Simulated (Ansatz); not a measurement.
# An added O started as a split pair with an O atom in rutile SnO2, 73 atoms, charge 0

All numbers come from Ansatz (PAW, plane waves, no spin–orbit coupling) at the single k point (¼, ¼, ¼) without its symmetry partners. The atoms were relaxed with PBEsol in a fixed cell; other functionals are single points on those atoms unless said otherwise. The valence top and gap of the host come from its small cell on a dense mesh, with the band extrema sought between the mesh points, lined up by the mean potential, PBEsol gap 0.92 eV, HSE06 gap 2.75 eV.

Relaxed structure:

```cif
data_structure
_symmetry_space_group_name_H-M 'P 1'
_symmetry_Int_Tables_number 1
_cell_length_a 9.5381
_cell_length_b 9.5381
_cell_length_c 9.6363
_cell_angle_alpha 90.000
_cell_angle_beta 90.000
_cell_angle_gamma 90.000
_cell_volume 876.66
loop_
_atom_site_label
_atom_site_type_symbol
_atom_site_fract_x
_atom_site_fract_y
_atom_site_fract_z
_atom_site_occupancy
Sn1 Sn 0.99875 0.00150 0.00003 1
Sn2 Sn 0.00016 0.99733 0.33276 1
Sn3 Sn 0.00277 0.00008 0.66727 1
Sn4 Sn 0.99811 0.50098 0.00000 1
Sn5 Sn 0.99995 0.49990 0.33378 1
Sn6 Sn 0.00140 0.49828 0.66738 1
Sn7 Sn 0.49920 0.00211 0.00005 1
Sn8 Sn 0.50188 0.99872 0.33264 1
Sn9 Sn 0.50034 0.00021 0.66628 1
Sn10 Sn 0.50254 0.49771 0.00010 1
Sn11 Sn 0.48996 0.50623 0.32458 1
Sn12 Sn 0.49377 0.51050 0.67566 1
Sn13 Sn 0.24579 0.24833 0.16461 1
Sn14 Sn 0.25200 0.25141 0.49757 1
Sn15 Sn 0.25145 0.25194 0.83195 1
Sn16 Sn 0.24805 0.75258 0.16560 1
Sn17 Sn 0.25035 0.74979 0.50003 1
Sn18 Sn 0.24748 0.75218 0.83444 1
Sn19 Sn 0.74954 0.24978 0.16734 1
Sn20 Sn 0.75781 0.24227 0.49995 1
Sn21 Sn 0.75037 0.25070 0.83268 1
Sn22 Sn 0.74832 0.74879 0.16812 1
Sn23 Sn 0.74873 0.74819 0.50253 1
Sn24 Sn 0.75196 0.75451 0.83551 1
O1 O 0.15348 0.15217 0.99712 1
O2 O 0.15296 0.15071 0.33326 1
O3 O 0.15565 0.15410 0.66558 1
O4 O 0.14919 0.65618 0.00046 1
O5 O 0.15465 0.65218 0.33272 1
O6 O 0.15552 0.65166 0.66707 1
O7 O 0.65333 0.15400 0.99995 1
O8 O 0.66797 0.13649 0.33044 1
O9 O 0.65285 0.15517 0.66472 1
O10 O 0.65385 0.65348 0.00006 1
O11 O 0.65033 0.65127 0.33492 1
O12 O 0.64584 0.66698 0.67359 1
O13 O 0.34682 0.34632 0.00003 1
O14 O 0.33362 0.35414 0.32665 1
O15 O 0.34904 0.34984 0.66512 1
O16 O 0.34406 0.85092 0.99959 1
O17 O 0.34851 0.84461 0.33299 1
O18 O 0.34809 0.84540 0.66733 1
O19 O 0.84624 0.34684 0.00008 1
O20 O 0.84504 0.34727 0.33531 1
O21 O 0.86367 0.33209 0.66943 1
O22 O 0.84811 0.84675 0.00299 1
O23 O 0.84614 0.84454 0.33449 1
O24 O 0.84954 0.84725 0.66680 1
O25 O 0.09235 0.40180 0.16528 1
O26 O 0.09772 0.40364 0.49955 1
O27 O 0.10032 0.40623 0.83508 1
O28 O 0.09627 0.90376 0.16614 1
O29 O 0.09845 0.90174 0.50004 1
O30 O 0.09643 0.90400 0.83390 1
O31 O 0.59573 0.40327 0.16559 1
O32 O 0.56054 0.35179 0.45381 1
O33 O 0.59688 0.40457 0.83453 1
O34 O 0.59395 0.89986 0.16493 1
O35 O 0.59664 0.90258 0.50049 1
O36 O 0.59852 0.90802 0.83481 1
O37 O 0.40441 0.09893 0.16792 1
O38 O 0.40281 0.09591 0.49810 1
O39 O 0.40365 0.09854 0.83190 1
O40 O 0.40086 0.60069 0.15973 1
O41 O 0.40483 0.59521 0.50001 1
O42 O 0.39927 0.59929 0.84055 1
O43 O 0.90641 0.09915 0.16661 1
O44 O 0.90767 0.09247 0.49999 1
O45 O 0.90099 0.09380 0.83347 1
O46 O 0.90162 0.59649 0.16814 1
O47 O 0.90429 0.59746 0.50195 1
O48 O 0.90123 0.59576 0.83213 1
O49 O 0.64843 0.44072 0.54651 1
```

Chemical potentials μ are those of reference phases of the elements at zero temperature by the same functional (the usual solids, diamond for C, grey Sn, and the molecules H2, N2, O2, F2, Cl2, Br2 and S8).

```csv
functional,E(defect) − E(host) − Σ nμ + q·E_VBM (eV),monopole (eV),alignment (eV),formation energy at E_F = VBM (eV),moment (μB),"wall time, shared host"
PBEsol,2.33,0.00,0.00,2.33,0 (no spin),2.6 min on 7 threads of Neoverse-V2 (relaxation)
```

(1) Estimate the formation energy and moment that HSE06 gives on these atoms.

HSE06 one-electron levels near the gap (the ten most localised at most), from the host's valence top:

| level (eV) | spin | filling | atoms sharing it | element of the atom with most weight |
| --- | --- | --- | --- | --- |
| -0.17 | both | 2.00 | 37.5 | spread |
| 0.00 | both | 2.00 | 7.5 | O |
| 0.02 | both | 2.00 | 7.1 | O |

All elements are taken at their own reference at once; growth conditions in equilibrium with the host shift these energies, by up to the host's formation enthalpy.

One k point and a cell of this size can leave errors of several tenths of an eV in such numbers.

Answers

(1) 2.71 eV at E_F = VBM, moment 0 (no spin).
